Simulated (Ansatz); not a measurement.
Crystal: Ge.

```
Ge
1.0
     0.00000    2.88574    5.11566
     2.63050    0.00000    5.11566
     2.63050    2.88574    0.00000
Ge
4
Cartesian
  2.6305 4.1929 5.1157
  2.6305 1.5786 5.1157
  2.6305 2.8857 2.2318
  2.6305 2.8857 7.9995
```

This isn't the form of Ge at room conditions, which is diamond.

Base run:

```yaml
Program: Ansatz 0.2.0
Functional: LDA
Potentials_or_basis: all-electron LAPW, scalar-relativistic
Cutoff: 247 eV
Density_cutoff: 988 eV
Basis_error_allowed: 0.002 eV/atom
k_mesh: 7 × 7 × 7
Occupations: fermi-dirac, width 0.05 eV
Spin: no spin polarisation
```

Its results: pressure -5.1 GPa; largest force 0.042 eV/Å.

Task: The run is repeated on the same cell with these changes: functional from LDA to PBEsol. What comes out?

Result: Pressure -3.5 GPa; largest force 0.043 eV/Å.

PBEsol binds less tightly than LDA, so the same cell stands under more pressure.

Not every run made on this cell is shown here.
